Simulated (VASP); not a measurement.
Crystal: AlN.

```
Al N
1.0
     3.11310    0.00000    0.00000
    -1.55655    2.69603    0.00000
     0.00000    0.00000    4.98181
Al N
2 2
Direct
  0.33333 0.66667 0.99899
  0.66667 0.33333 0.49899
  0.33333 0.66667 0.38101
  0.66667 0.33333 0.88101
```

Base run:

* Program: VASP 6.6.1
* Functional: TB-mBJ
* Potentials or basis: VASP PAW PBE potentials, release 64 (Al, N)
* Cutoff: 520 eV
* k mesh: 12 × 12 × 6
* Occupations: gaussian, width 0.03 eV
* Spin: no spin polarisation

Its results: band gap on the k mesh 5.35 eV, direct.

Q: The run is repeated on the same cell with these changes: functional from TB-mBJ to PBEsol. What comes out?

A: Band gap on the k mesh 4.12 eV, direct.
